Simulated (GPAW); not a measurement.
Input of a GPAW 26.7.0 run:

File run.py:

```python
import numpy as np
from ase.dft.bandgap import bandgap
from ase.io import read, write
from ase.units import Bohr, GPa
from gpaw import GPAW, PW
from gpaw.elf import elf_from_dft_calculation
from gpaw.spinorbit import soc_eigenstates

atoms = read('POSCAR')

calc = GPAW(mode=PW(800),
            xc='PBE',
            kpts={'size': (7, 7, 7), 'gamma': True},
            occupations={'name': 'fermi-dirac', 'width': 0.05},
            nbands=16,
            convergence={'density': 1e-05, 'energy': 1e-05},
            maxiter=150,
            txt='gpaw.txt')
atoms.calc = calc
energy = atoms.get_potential_energy()
forces = atoms.get_forces()
stress = atoms.get_stress()
calc.write('gs.gpw')
write('result.traj', atoms)
print(f'Energy: {energy:.6f} eV')
print('Forces (eV/A):')
print(forces.round(4))
print('Stress (GPa):', (stress / GPa).round(3))
print('Fermi level:', round(calc.get_fermi_level(), 4), 'eV')
print(f'Gap: {bandgap(calc)[0]:.4f} eV, direct: {bandgap(calc, direct=True)[0]:.4f} eV')

# fields on the real-space grid
write('density.cube', atoms, data=calc.get_pseudo_density() * Bohr**3)
write('potential.cube', atoms, data=calc.get_electrostatic_potential())
write('elf.cube', atoms, data=elf_from_dft_calculation(calc).data)

path = atoms.cell.bandpath('GXWKGLUWLK,UX', npoints=100, eps=1e-4)
bs_calc = calc.fixed_density(kpts=path, symmetry='off', nbands=26,
                             convergence={'bands': 'CBM+6.0', 'eigenstates': 1e-6}, txt='bands.txt')
bs = bs_calc.band_structure()
bs.write('bs.json')
print(f'Gap on the path: {bandgap(bs_calc)[0]:.4f} eV')

soc = soc_eigenstates(bs_calc, theta=90, phi=0)
np.savetxt('soc_bands.dat', soc.eigenvalues(), fmt='%.4f')
mesh = soc_eigenstates('gs.gpw', theta=90, phi=0)
np.savetxt('soc_mesh.dat', mesh.eigenvalues(), fmt='%.4f')
print('Fermi level with spin-orbit coupling:', round(mesh.fermi_level, 4), 'eV')
```

POSCAR

```
SrO
1.0
    0.0000000000      2.5663000000      2.5663000000
    2.5663000000      0.0000000000      2.5663000000
    2.5663000000      2.5663000000      0.0000000000
Sr O
1 1
Direct
    0.5000000000      0.5000000000      0.5000000000
    0.0000000000      0.0000000000      0.0000000000
```

Potentials or basis: GPAW PAW data sets (gpaw-data 1.2.1), pw.

Run with:

```bash
$ OMP_NUM_THREADS=1 python run.py
```

Problem. Predict the pressure.

Solution. 3.8 GPa.

Problem. Estimate the band gap along the path.

Solution. 3.34 eV, indirect (least direct gap 3.39 eV).

Levels at the corners of the path, in eV from the valence-band top:
| point | band 14 | band 15 | band 16 | band 17 | band 18 | band 19 |
| --- | --- | --- | --- | --- | --- | --- |
| Γ | 0.00 | 0.00 | 0.00 | 4.04 | 4.04 | 6.27 |
| X | -0.13 | -0.05 | -0.05 | 3.34 | 3.34 | 7.89 |
| W | -0.47 | -0.38 | -0.38 | 6.06 | 6.06 | 6.06 |
| K | -0.57 | -0.45 | -0.45 | 4.83 | 4.83 | 7.95 |
| Γ | 0.00 | 0.00 | 0.00 | 4.04 | 4.04 | 6.27 |
| L | -1.12 | -1.11 | -1.11 | 6.61 | 6.61 | 8.43 |
| U | -0.57 | -0.45 | -0.45 | 4.83 | 4.83 | 7.95 |
| W | -0.47 | -0.38 | -0.38 | 6.06 | 6.06 | 6.06 |
| L | -1.12 | -1.11 | -1.11 | 6.61 | 6.61 | 8.43 |
| K | -0.57 | -0.45 | -0.45 | 4.83 | 4.83 | 7.95 |
| U | -0.57 | -0.45 | -0.45 | 4.83 | 4.83 | 7.95 |
| X | -0.13 | -0.05 | -0.05 | 3.34 | 3.34 | 7.89 |

Caveat: spin-orbit coupling was added after a scalar SCF, so levels and gaps hold it while energy, forces, pressure and moments don't; this program's spin-orbit splittings come out too wide for heavy elements; the mesh misses the band edges, which the band path finds closer together.
